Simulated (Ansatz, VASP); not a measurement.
One calculation of BeS, two programs

```xyz
2
Lattice="0.0000 2.4340 2.4340 2.4340 0.0000 2.4340 2.4340 2.4340 0.0000" Properties=species:S:1:pos:R:3 pbc="T T T"
Be    0.0000    0.0000    0.0000
S     1.2170    1.2170    1.2170
```

Alike in both runs: functional r2SCAN; k mesh 9 × 9 × 9; occupations fermi-dirac, width 0.02 eV; no spin polarisation.

Ansatz relaxed the structure, and its values are those at the end. VASP's run is a single point on that final structure, the one shown.

|  | VASP | Ansatz |
| --- | --- | --- |
| version | VASP 6.6.1 | Ansatz 0.2.0 |
| potentials or method | VASP PAW PBE potentials, release 64 (Be, S) | PAW with Ansatz's default frozen-core files, scalar-relativistic |
| plane-wave cutoff (eV) | 520 | 500 |
| valence electrons in the cell | 8 | 8 |

```csv
,VASP,Ansatz,Ansatz less VASP
gap on the k mesh at the Fermi level (eV),3.70,3.69,-0.010
pressure (GPa),0.3,0.0,-0.27
```

Caveats: the PAW data sets were made with another functional, which shifts forces and pressure a little (VASP); an odd mesh through Γ misses points on the zone boundary, where band edges often lie.
